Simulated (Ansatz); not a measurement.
The following input was run with Ansatz 0.2.0.

```yaml
crystal:
  lattice:
    - [3.7068661496, 0.0, 0.0]
    - [-1.8534330748, 3.210240254, 0.0]
    - [0.0, 0.0, 43.197713335]
  atoms:
    - { symbol: Se, position: [0.6666666667, 0.3333333333, 0.4004709277] }
    - { symbol: Pt, position: [0.0, 0.0, 0.4311372307] }
    - { symbol: Se, position: [0.3333333333, 0.6666666667, 0.4618035337] }
    - { symbol: Se, position: [0.6666666667, 0.3333333333, 0.5381964663] }
    - { symbol: Pt, position: [0.3333333333, 0.6666666667, 0.5688627693] }
    - { symbol: Se, position: [0.0, 0.0, 0.5995290723] }
  periodic: [true, true, false]
basis:
  ecutwfc: 420
kpoints:
  mp_grid: { grid: [12, 12, 1] }
  band_path:
    path:
      - [0, 0, 0]
      - [0.5, 0, 0]
      - [0.3333333333333, 0.3333333333333, 0]
      - [0, 0, 0]
    npoints: 8
hamiltonian:
  xc: pbe
  dispersion: d3bj
scf:
  occupations: { method: gaussian, width: 0.02 }
output:
  forces: true
  stress: true
  eigenvalues: true
relax:
  adjacent_minimum: "off"
  f_tol: 0.01
  max_steps: 50
  constraints: [{ sites: [0, 3], fix: xy }]
```

Launched with
```bash
ansatz run input.yaml --threads 2 --pin off --max-ram 5120MiB --backend cpu --events-out ev --progress --plain --runs-dir out
```

Theory: DFT PBE+D3(BJ), scalar-relativistic, plane waves, PAW in Ansatz 0.2.0.

From the run's log, abridged:

```
Warning: output.stress: scf.convergence.dr2_threshold = 1e-7 eV (the SCF's general default) is looser than the 6e-10 eV advised for a printed stress (1e-10 eV for each atom of the cell: 6). ...
Pseudopotentials: kind: paw
Pseudopotential: Se, paw, valence charge 16, recommended cutoff 420 eV (normal)
Pseudopotential: Pt, paw, valence charge 18, recommended cutoff 420 eV (normal)
Functional definition: PBE
Crystal: 6 atoms, lattice volume = 514.050 Å³
Basis set: ecut = 420 eV, 10081 PW (Γ), exchange–correlation on 50×50×600 points (8 copies of the dense FFT grid, shifted against one another)
Bands: 60, of which v1, the nominal top of the filled ones, is band 50 counted from 1 (49 counted from 0)
Symmetry: 6 space group operations
Space group: P3m1 (ITA 156), of the structure as read, at distance tolerance 8.0e-5 Å
k-points: 19 of 144 (time reversal used)
Initial density: superposition of atomic densities (neutral atoms: chi_scale 0, normalization atom), corrected by the library's trained network
Initial wavefunctions: pseudopotential atomic-orbital guess
Functional: x = pbe(κ = 0.804, μ = 0.21951497), c = pbe(β = 0.06672455)
SCF iter   1: F=—  HF=-46926.819205 eV  |F-HF|=—  |Δ(HF+E_count)|=         —  Δρ=1.59e-3  dr2=4.20e-2  ethr=1.77e-3  ⟨swp⟩=14.0  Hψ=6324  notcnv=0  defer=2
SCF iter   2: F=—  HF=-46926.815863 eV  |F-HF|=—  |Δ(HF+E_count)|=   3.34e-3  Δρ=1.80e-3  dr2=1.32e-1  ethr=4.20e-5  ⟨swp⟩=4.0  Hψ=2770  notcnv=0  defer=114
SCF iter   3: F=—  HF=-46926.805816 eV  |F-HF|=—  |Δ(HF+E_count)|=   1.00e-2  Δρ=5.41e-4  dr2=5.60e-3  ethr=4.20e-5  ⟨swp⟩=2.9  Hψ=1504  notcnv=0  defer=114
SCF iter   4: F=—  HF=-46926.805795 eV  |F-HF|=—  |Δ(HF+E_count)|=   2.05e-5  Δρ=3.88e-4  dr2=1.23e-3  ethr=5.60e-6  ⟨swp⟩=3.0  Hψ=1728  notcnv=0  defer=114
SCF iter   5: F=—  HF=-46926.805816 eV  |F-HF|=—  |Δ(HF+E_count)|=   2.06e-5  Δρ=1.41e-4  dr2=6.04e-4  ethr=1.23e-6  ⟨swp⟩=3.0  Hψ=1560  notcnv=0  defer=114
SCF iter   6: F=—  HF=-46926.805794 eV  |F-HF|=—  |Δ(HF+E_count)|=   2.20e-5  Δρ=6.24e-5  dr2=4.38e-5  ethr=6.04e-7  ⟨swp⟩=2.5  Hψ=1302  notcnv=0  defer=114
SCF iter   7: F=—  HF=-46926.805802 eV  |F-HF|=—  |Δ(HF+E_count)|=   7.69e-6  Δρ=2.77e-5  dr2=3.30e-6  ethr=4.38e-8  ⟨swp⟩=3.0  Hψ=1605  notcnv=0  defer=114
SCF iter   8: F=-46926.805807 eV  HF=-46926.805806 eV  |F-HF|=6.61e-7  |Δ(HF+E_count)|=   4.70e-6  Δρ=9.16e-6  dr2=5.60e-7  ethr=2.50e-9  ⟨swp⟩=21.1  Hψ=6314  notcnv=0
SCF 1 converged in 8 iterations: F = -46926.805807 eV  dr2 = 5.60e-7
relax step   1: F+E_penalty+E_count = -46926.80580710 eV  Δ(F+E_penalty+E_count) = +0.000e0 eV  max|allowed force component| = 1.016e-1 eV/Å  Δτ_max = 0.0000 Å  (8 SCF iters, dr2 threshold 2.50e-6 eV, accepted)
Initial density: handed on by an earlier stage of this run
Initial wavefunctions: those handed on with the density
SCF iter   1: F=—  HF=-46926.868142 eV  |F-HF|=—  |Δ(HF+E_count)|=         —  Δρ=1.77e-2  dr2=3.50e-1  ethr=3.50e-4  ⟨swp⟩=2.0  Hψ=5025  notcnv=0  defer=112
SCF iter   2: F=—  HF=-46926.856990 eV  |F-HF|=—  |Δ(HF+E_count)|=   1.12e-2  Δρ=8.88e-3  dr2=9.39e-2  ethr=3.50e-4  ⟨swp⟩=2.8  Hψ=1506  notcnv=0  defer=112
SCF iter   3: F=—  HF=-46926.891887 eV  |F-HF|=—  |Δ(HF+E_count)|=   3.49e-2  Δρ=3.95e-3  dr2=3.50e-1  ethr=9.39e-5  ⟨swp⟩=3.4  Hψ=1955  notcnv=0  defer=114  recentre
SCF iter   4: F=—  HF=-46926.865713 eV  |F-HF|=—  |Δ(HF+E_count)|=   2.62e-2  Δρ=1.46e-3  dr2=7.11e-2  ethr=9.39e-5  ⟨swp⟩=3.5  Hψ=1953  notcnv=0  defer=114
SCF iter   5: F=—  HF=-46926.861278 eV  |F-HF|=—  |Δ(HF+E_count)|=   4.43e-3  Δρ=5.54e-4  dr2=5.67e-3  ethr=7.11e-5  ⟨swp⟩=2.9  Hψ=1546  notcnv=0  defer=114
SCF iter   6: F=—  HF=-46926.860995 eV  |F-HF|=—  |Δ(HF+E_count)|=   2.83e-4  Δρ=2.91e-4  dr2=2.17e-3  ethr=5.67e-6  ⟨swp⟩=3.1  Hψ=1685  notcnv=0  defer=114
SCF iter   7: F=—  HF=-46926.860881 eV  |F-HF|=—  |Δ(HF+E_count)|=   1.14e-4  Δρ=1.64e-4  dr2=1.98e-4  ethr=2.17e-6  ⟨swp⟩=2.3  Hψ=1464  notcnv=0  defer=114
SCF iter   8: F=—  HF=-46926.860838 eV  |F-HF|=—  |Δ(HF+E_count)|=   4.28e-5  Δρ=4.59e-5  dr2=4.78e-5  ethr=1.98e-7  ⟨swp⟩=2.7  Hψ=1601  notcnv=0  defer=114
SCF iter   9: F=—  HF=-46926.860837 eV  |F-HF|=—  |Δ(HF+E_count)|=   7.78e-7  Δρ=2.03e-5  dr2=7.77e-6  ethr=4.78e-8  ⟨swp⟩=2.8  Hψ=1518  notcnv=0  defer=114
SCF iter  10: F=—  HF=-46926.860837 eV  |F-HF|=—  |Δ(HF+E_count)|=   5.07e-7  Δρ=9.01e-6  dr2=1.24e-6  ethr=7.77e-9  ⟨swp⟩=3.0  Hψ=1762  notcnv=0  defer=114
SCF iter  11: F=-46926.860837 eV  HF=-46926.860837 eV  |F-HF|=6.51e-8  |Δ(HF+E_count)|=   7.76e-8  Δρ=3.10e-6  dr2=4.58e-8  ethr=6.45e-10  ⟨swp⟩=20.2  Hψ=6571  notcnv=0
SCF iter  12: F=-46926.860837 eV  HF=-46926.860837 eV  |F-HF|=8.67e-9  |Δ(HF+E_count)|=   6.87e-8  Δρ=1.84e-6  dr2=3.30e-8  ethr=4.58e-11  ⟨swp⟩=4.3  Hψ=3933  notcnv=0
SCF iter  13: F=-46926.860837 eV  HF=-46926.860837 eV  |F-HF|=3.41e-9  |Δ(HF+E_count)|=   1.10e-8  Δρ=5.27e-7  dr2=2.17e-9  ethr=3.30e-11  ⟨swp⟩=4.3  Hψ=3287  notcnv=0
SCF 2 converged in 13 iterations: F = -46926.860837 eV  dr2 = 2.17e-9
relax step   2: F+E_penalty+E_count = -46926.86083681 eV  Δ(F+E_penalty+E_count) = -5.503e-2 eV  max|allowed force component| = 9.108e-2 eV/Å  Δτ_max = 0.1910 Å  (13 SCF iters, dr2 threshold 6.45e-7 eV, accepted)
SCF iter   1: F=—  HF=-46926.881251 eV  |F-HF|=—  |Δ(HF+E_count)|=         —  Δρ=1.77e-2  dr2=3.53e-1  ethr=3.53e-4  ⟨swp⟩=2.0  Hψ=5176  notcnv=0  defer=111
SCF iter   2: F=—  HF=-46926.873810 eV  |F-HF|=—  |Δ(HF+E_count)|=   7.44e-3  Δρ=8.95e-3  dr2=1.29e-1  ethr=3.53e-4  ⟨swp⟩=2.8  Hψ=1550  notcnv=0  defer=111
SCF iter   3: F=—  HF=-46926.919366 eV  |F-HF|=—  |Δ(HF+E_count)|=   4.56e-2  Δρ=4.42e-3  dr2=6.96e-1  ethr=1.29e-4  ⟨swp⟩=3.5  Hψ=1925  notcnv=0  defer=114  recentre
SCF iter   4: F=—  HF=-46926.886664 eV  |F-HF|=—  |Δ(HF+E_count)|=   3.27e-2  Δρ=1.92e-3  dr2=1.72e-1  ethr=1.29e-4  ⟨swp⟩=3.5  Hψ=1930  notcnv=0  defer=114
SCF iter   5: F=—  HF=-46926.877465 eV  |F-HF|=—  |Δ(HF+E_count)|=   9.20e-3  Δρ=8.14e-4  dr2=1.59e-2  ethr=1.29e-4  ⟨swp⟩=2.9  Hψ=1555  notcnv=0  defer=114
SCF iter   6: F=—  HF=-46926.876335 eV  |F-HF|=—  |Δ(HF+E_count)|=   1.13e-3  Δρ=3.24e-4  dr2=6.28e-4  ethr=1.59e-5  ⟨swp⟩=2.8  Hψ=1783  notcnv=0  defer=114
SCF iter   7: F=—  HF=-46926.876323 eV  |F-HF|=—  |Δ(HF+E_count)|=   1.22e-5  Δρ=1.57e-4  dr2=7.88e-5  ethr=6.28e-7  ⟨swp⟩=3.1  Hψ=1743  notcnv=0  defer=114
SCF iter   8: F=—  HF=-46926.876258 eV  |F-HF|=—  |Δ(HF+E_count)|=   6.52e-5  Δρ=2.82e-5  dr2=9.78e-6  ethr=7.88e-8  ⟨swp⟩=3.0  Hψ=1817  notcnv=0  defer=114
SCF iter   9: F=—  HF=-46926.876259 eV  |F-HF|=—  |Δ(HF+E_count)|=   1.55e-6  Δρ=1.39e-5  dr2=2.28e-6  ethr=9.78e-9  ⟨swp⟩=3.1  Hψ=1687  notcnv=0  defer=114
SCF iter  10: F=—  HF=-46926.876259 eV  |F-HF|=—  |Δ(HF+E_count)|=   2.20e-8  Δρ=8.78e-6  dr2=8.64e-7  ethr=2.28e-9  ⟨swp⟩=3.0  Hψ=1804  notcnv=0  defer=114
SCF iter  11: F=-46926.876259 eV  HF=-46926.876259 eV  |F-HF|=3.29e-8  |Δ(HF+E_count)|=   1.76e-8  Δρ=2.58e-6  dr2=4.27e-8  ethr=5.19e-10  ⟨swp⟩=19.7  Hψ=6864  notcnv=0
SCF 3 converged in 11 iterations: F = -46926.876259 eV  dr2 = 4.27e-8
relax step   3: F+E_penalty+E_count = -46926.87625920 eV  Δ(F+E_penalty+E_count) = -1.542e-2 eV  max|allowed force component| = 6.036e-2 eV/Å  Δτ_max = 0.1958 Å  (11 SCF iters, dr2 threshold 5.19e-7 eV, accepted)
SCF iter   1: F=—  HF=-46926.883941 eV  |F-HF|=—  |Δ(HF+E_count)|=         —  Δρ=6.39e-3  dr2=4.53e-2  ethr=4.27e-4  ⟨swp⟩=4.9  Hψ=2551  notcnv=0  defer=114
SCF iter   2: F=—  HF=-46926.879828 eV  |F-HF|=—  |Δ(HF+E_count)|=   4.11e-3  Δρ=3.28e-3  dr2=1.55e-2  ethr=4.53e-5  ⟨swp⟩=3.3  Hψ=2196  notcnv=0  defer=114
SCF iter   3: F=—  HF=-46926.884474 eV  |F-HF|=—  |Δ(HF+E_count)|=   4.65e-3  Δρ=1.51e-3  dr2=7.10e-2  ethr=1.55e-5  ⟨swp⟩=3.1  Hψ=1816  notcnv=0  defer=114  recentre
SCF iter   4: F=—  HF=-46926.881131 eV  |F-HF|=—  |Δ(HF+E_count)|=   3.34e-3  Δρ=6.87e-4  dr2=2.07e-2  ethr=1.55e-5  ⟨swp⟩=3.2  Hψ=1767  notcnv=0  defer=114
SCF iter   5: F=—  HF=-46926.879911 eV  |F-HF|=—  |Δ(HF+E_count)|=   1.22e-3  Δρ=2.50e-4  dr2=1.05e-3  ethr=1.55e-5  ⟨swp⟩=2.0  Hψ=1651  notcnv=0  defer=114
SCF iter   6: F=—  HF=-46926.879818 eV  |F-HF|=—  |Δ(HF+E_count)|=   9.36e-5  Δρ=1.27e-4  dr2=1.78e-4  ethr=1.05e-6  ⟨swp⟩=3.0  Hψ=1628  notcnv=0  defer=114
SCF iter   7: F=—  HF=-46926.879810 eV  |F-HF|=—  |Δ(HF+E_count)|=   8.03e-6  Δρ=5.23e-5  dr2=1.30e-5  ethr=1.78e-7  ⟨swp⟩=2.8  Hψ=1496  notcnv=0  defer=114
SCF iter   8: F=—  HF=-46926.879811 eV  |F-HF|=—  |Δ(HF+E_count)|=   1.60e-6  Δρ=1.45e-5  dr2=5.69e-6  ethr=1.30e-8  ⟨swp⟩=3.1  Hψ=1805  notcnv=0  defer=114
SCF iter   9: F=-46926.879811 eV  HF=-46926.879811 eV  |F-HF|=8.44e-7  |Δ(HF+E_count)|=   6.43e-8  Δρ=7.34e-6  dr2=1.03e-6  ethr=1.60e-9  ⟨swp⟩=18.6  Hψ=7079  notcnv=0
SCF 4 converged in 9 iterations: F = -46926.879811 eV  dr2 = 1.03e-6
relax step   4: F+E_penalty+E_count = -46926.87981056 eV  Δ(F+E_penalty+E_count) = -3.551e-3 eV  max|allowed force component| = 1.323e-2 eV/Å  Δτ_max = 0.0662 Å  (9 SCF iters, dr2 threshold 1.60e-6 eV, accepted)
SCF iter   1: F=—  HF=-46926.880230 eV  |F-HF|=—  |Δ(HF+E_count)|=         —  Δρ=1.53e-3  dr2=2.48e-3  ethr=2.31e-5  ⟨swp⟩=3.6  Hψ=2204  notcnv=0  defer=114
SCF iter   2: F=—  HF=-46926.880067 eV  |F-HF|=—  |Δ(HF+E_count)|=   1.62e-4  Δρ=7.95e-4  dr2=1.08e-3  ethr=2.48e-6  ⟨swp⟩=3.0  Hψ=1887  notcnv=0  defer=114
SCF iter   3: F=—  HF=-46926.880517 eV  |F-HF|=—  |Δ(HF+E_count)|=   4.50e-4  Δρ=3.97e-4  dr2=7.22e-3  ethr=1.08e-6  ⟨swp⟩=3.0  Hψ=1761  notcnv=0  defer=114  recentre
SCF iter   4: F=—  HF=-46926.880103 eV  |F-HF|=—  |Δ(HF+E_count)|=   4.14e-4  Δρ=1.10e-4  dr2=6.88e-4  ethr=1.08e-6  ⟨swp⟩=3.0  Hψ=1751  notcnv=0  defer=114
SCF iter   5: F=—  HF=-46926.880061 eV  |F-HF|=—  |Δ(HF+E_count)|=   4.24e-5  Δρ=6.56e-5  dr2=6.10e-5  ethr=6.88e-7  ⟨swp⟩=2.5  Hψ=1477  notcnv=0  defer=114
SCF iter   6: F=—  HF=-46926.880030 eV  |F-HF|=—  |Δ(HF+E_count)|=   3.05e-5  Δρ=1.92e-5  dr2=2.31e-6  ethr=6.10e-8  ⟨swp⟩=3.0  Hψ=1631  notcnv=0  defer=114
SCF iter   7: F=—  HF=-46926.880030 eV  |F-HF|=—  |Δ(HF+E_count)|=   2.96e-7  Δρ=9.58e-6  dr2=3.23e-7  ethr=2.31e-9  ⟨swp⟩=3.7  Hψ=1874  notcnv=0  defer=114
SCF iter   8: F=-46926.880030 eV  HF=-46926.880030 eV  |F-HF|=1.88e-8  |Δ(HF+E_count)|=   8.79e-8  Δρ=2.52e-6  dr2=5.88e-8  ethr=1.00e-10  ⟨swp⟩=18.4  Hψ=6810  notcnv=0
SCF 5 converged in 8 iterations: F = -46926.880030 eV  dr2 = 5.88e-8
relax step   5: F+E_penalty+E_count = -46926.88002977 eV  Δ(F+E_penalty+E_count) = -2.192e-4 eV  max|allowed force component| = 2.487e-2 eV/Å  Δτ_max = 0.0160 Å  (8 SCF iters, accepted)
SCF iter   1: F=—  HF=-46926.880102 eV  |F-HF|=—  |Δ(HF+E_count)|=         —  Δρ=1.78e-4  dr2=3.72e-5  ethr=2.93e-7  ⟨swp⟩=2.8  Hψ=2060  notcnv=0  defer=113
SCF iter   2: F=—  HF=-46926.880070 eV  |F-HF|=—  |Δ(HF+E_count)|=   3.25e-5  Δρ=9.56e-5  dr2=3.40e-5  ethr=3.72e-8  ⟨swp⟩=3.0  Hψ=1894  notcnv=0  defer=113
SCF iter   3: F=—  HF=-46926.880079 eV  |F-HF|=—  |Δ(HF+E_count)|=   9.29e-6  Δρ=6.32e-5  dr2=1.65e-4  ethr=3.40e-8  ⟨swp⟩=3.0  Hψ=1671  notcnv=0  defer=113  recentre
SCF iter   4: F=—  HF=-46926.880069 eV  |F-HF|=—  |Δ(HF+E_count)|=   9.84e-6  Δρ=1.90e-5  dr2=1.73e-5  ethr=3.40e-8  ⟨swp⟩=3.0  Hψ=1643  notcnv=0  defer=113
SCF iter   5: F=—  HF=-46926.880068 eV  |F-HF|=—  |Δ(HF+E_count)|=   9.82e-7  Δρ=8.92e-6  dr2=9.31e-7  ethr=1.73e-8  ⟨swp⟩=2.3  Hψ=1468  notcnv=0  defer=113
SCF iter   6: F=-46926.880068 eV  HF=-46926.880068 eV  |F-HF|=2.60e-8  |Δ(HF+E_count)|=   8.84e-8  Δρ=3.75e-6  dr2=7.01e-8  ethr=1.00e-10  ⟨swp⟩=13.0  Hψ=6732  notcnv=0
SCF iter   7: F=-46926.880068 eV  HF=-46926.880068 eV  |F-HF|=1.40e-9  |Δ(HF+E_count)|=   4.57e-9  Δρ=1.35e-6  dr2=6.84e-9  ethr=7.01e-11  ⟨swp⟩=5.8  Hψ=4253  notcnv=0
SCF iter   8: F=-46926.880068 eV  HF=-46926.880068 eV  |F-HF|=5.53e-10  |Δ(HF+E_count)|=   3.11e-9  Δρ=4.13e-7  dr2=2.04e-9  ethr=6.84e-12  ⟨swp⟩=3.9  Hψ=3948  notcnv=0
SCF 6 converged in 8 iterations: F = -46926.880068 eV  dr2 = 2.04e-9
relax step   6: F+E_penalty+E_count = -46926.88006831 eV  Δ(F+E_penalty+E_count) = -3.853e-5 eV  max|allowed force component| = 8.855e-3 eV/Å  Δτ_max = 0.0021 Å  (8 SCF iters, accepted)
SCF converged after 8 iterations
Free energy (F): -46926.880068 eV
Harris-Foulkes:  -46926.880068 eV  (|F-HF|=5.53e-10)
Internal energy: -46926.880068 eV  (E = F + TS)
E sigma→0 (E₀):  -46926.880068 eV
Fermi energy:    -4.739796 eV
--- Per-component energies (eV) ---
  E_band       = -3698.513952
  E_kinetic    = 1748.040126
  E_local      = -581779.382361  (includes V_loc(G=0)·N_el)
  E_nonlocal   = -1981.545669
  E_hartree    = 289509.491769
  E_xc         = -940.431485
  E_vxc        = -998.468558  (∫ρ·V_xc dr)
  E_paw        = -26555.514500  (= ΣΔE_a)
  E_vpaw       = 293.867596  (= ΣTr[D̂ρ^β])
  E_aug_tail   = -0.001963  (compensation charges beyond the density's cutoff)
  E_ewald      = 273074.708016
  E_disp       = -2.244001  (pairwise vdW)
  E_smearing   =  0.000000  (= −TS)
--- Forces (eV/Å), atoms counted from 1 ---
  atom   1  Se     0.00000000     0.00000000     0.00734880
  atom   2  Pt     0.00000000     0.00000000    -0.00885504
  atom   3  Se     0.00000000     0.00000000     0.00271152
  atom   4  Se     0.00000000     0.00000000    -0.00307374
  atom   5  Pt     0.00000000     0.00000000     0.00483440
  atom   6  Se     0.00000000     0.00000000    -0.00296641
--- 2D stress c σ (N/m, compression-positive) ---
        0.590559       0.000000       0.000000
        0.000000       0.590559       0.000000
        0.000000       0.000000       0.000000
  P = ½ c Tr σ = 0.5906 N/m
--- Band table (eV; the first three rows and the last of 19) ---
  k-point 0: bands = ["-104.1590", "-104.0795", "-58.3844", "-58.3844", "-58.3381", "-58.3047", "-58.3047", "-58.2579", "-53.1722", "-53.1722", "-53.1525", "-53.1525", "-53.1445", "-53.0910", "-53.0910", "-53.0770", "-53.0770", "-53.0682", "-53.0682", "-53.0591", "-53.0457", "-53.0457", "-53.0336", "-52.9752", "-52.9752", "-52.9431", "-52.9431", "-52.9308", "-19.9257", "-19.6507", "-18.2078", "-17.7861", "-11.2989", "-10.8225", "-10.8225", "-10.7447", "-10.7447", "-10.4943", "-8.5912", "-8.5912", "-8.5099", "-8.5099", "-7.2924", "-6.9346", "-6.7151", "-5.8412", "-5.8412", "-5.6170", "-5.6170", "-5.3131", "-2.8897", "-2.8897", "-2.6103", "-2.6103", "-1.0118 (-1.0118°)", "-0.7044 (-0.7046°)",  ...
  k-point 1: bands = ["-104.1589", "-104.0794", "-58.3851", "-58.3846", "-58.3381", "-58.3054", "-58.3049", "-58.2579", "-53.1722", "-53.1721", "-53.1525", "-53.1525", "-53.1445", "-53.0910", "-53.0909", "-53.0770", "-53.0769", "-53.0683", "-53.0682", "-53.0591", "-53.0457", "-53.0457", "-53.0336", "-52.9752", "-52.9752", "-52.9432", "-52.9431", "-52.9308", "-19.8501", "-19.5759", "-18.2015", "-17.7980", "-11.2463", "-10.8385", "-10.7783", "-10.7583", "-10.6992", "-10.4031", "-8.7008", "-8.6486", "-8.6163", "-8.5656", "-7.3501", "-7.2179", "-6.7219", "-5.9805", "-5.8407", "-5.7344", "-5.6066", "-5.0350", "-3.3668", "-3.0905", "-3.0191", "-2.7044", "-0.7442 (-0.7443°)", "-0.5316 (-0.5320°)",  ...
  k-point 2: bands = ["-104.1589", "-104.0794", "-58.3871", "-58.3852", "-58.3379", "-58.3073", "-58.3054", "-58.2578", "-53.1722", "-53.1721", "-53.1526", "-53.1524", "-53.1444", "-53.0910", "-53.0909", "-53.0770", "-53.0768", "-53.0683", "-53.0682", "-53.0590", "-53.0458", "-53.0456", "-53.0335", "-52.9752", "-52.9751", "-52.9432", "-52.9431", "-52.9307", "-19.6326", "-19.3616", "-18.1849", "-17.8321", "-11.1595", "-10.8155", "-10.7000", "-10.6623", "-10.5786", "-10.2055", "-9.1098", "-9.0025", "-8.7663", "-8.6783", "-7.7566", "-7.6310", "-6.5338", "-6.0434", "-5.9185", "-5.8499", "-5.6632", "-5.1627", "-4.0391", "-3.7248", "-3.2491", "-2.8807", "-0.2572 (-0.2576°)", "-0.1484 (-0.1489°)",  ...
  k-point 18: bands = ["-104.1587", "-104.0792", "-58.3921", "-58.3921", "-58.3373", "-58.3123", "-58.3123", "-58.2571", "-53.1722", "-53.1718", "-53.1528", "-53.1521", "-53.1442", "-53.0910", "-53.0906", "-53.0770", "-53.0766", "-53.0686", "-53.0679", "-53.0588", "-53.0460", "-53.0454", "-53.0332", "-52.9752", "-52.9748", "-52.9434", "-52.9428", "-52.9304", "-18.2143", "-18.1421", "-18.0833", "-17.9839", "-11.1005", "-11.0353", "-10.7420", "-10.6335", "-10.5878", "-10.5289", "-9.2915", "-9.2419", "-9.1959", "-9.1003", "-8.2463", "-8.1733", "-8.0153", "-8.0062", "-6.8900", "-6.6979", "-6.5357", "-6.5111", "-4.2794", "-3.9864", "-3.8800", "-3.3673", "0.3652", "0.4833", "2.3211", "2.5406", "2. ...
  ° read free of the cell's end (the report's vacuum.weakly_bound_levels)
  °? not known for the slab's own: over its row's bound_up_to_ev there, or no deeper under its free states than its continued_xc_part_ev in size
--- Relaxed structure (6 steps of the walk, 6 accepted, 0 SCFs on fresh bases) ---
  F+E_penalty+E_count = -46926.88006831 eV   max|allowed force component| = 8.855e-3 eV/Å
  cell:  # Å, volume = 514.0498 Å³
    - [3.70686614, 0.0, 0.0]
    - [-1.85343307, 3.21024025, 0.0]
    - [0.0, 0.0, 43.197713335]
  atoms:
    - { symbol: Se, position: [0.66666666, 0.33333333, 0.40784994] }
    - { symbol: Pt, position: [0.0, 0.0, 0.43864696] }
    - { symbol: Se, position: [0.33333333, 0.66666666, 0.46902215] }
    - { symbol: Se, position: [0.66666666, 0.33333333, 0.53087307] }
    - { symbol: Pt, position: [0.33333333, 0.66666666, 0.56142775] }
    - { symbol: Se, position: [0.0, 0.0, 0.59218010] }
```

The relaxation met its thresholds.

It took 6.9 min on 2 threads of Arm Neoverse N1 (shared host), peak memory 0.95 GiB.

Spin–orbit coupling is left out, which can shift energies with elements as heavy as these.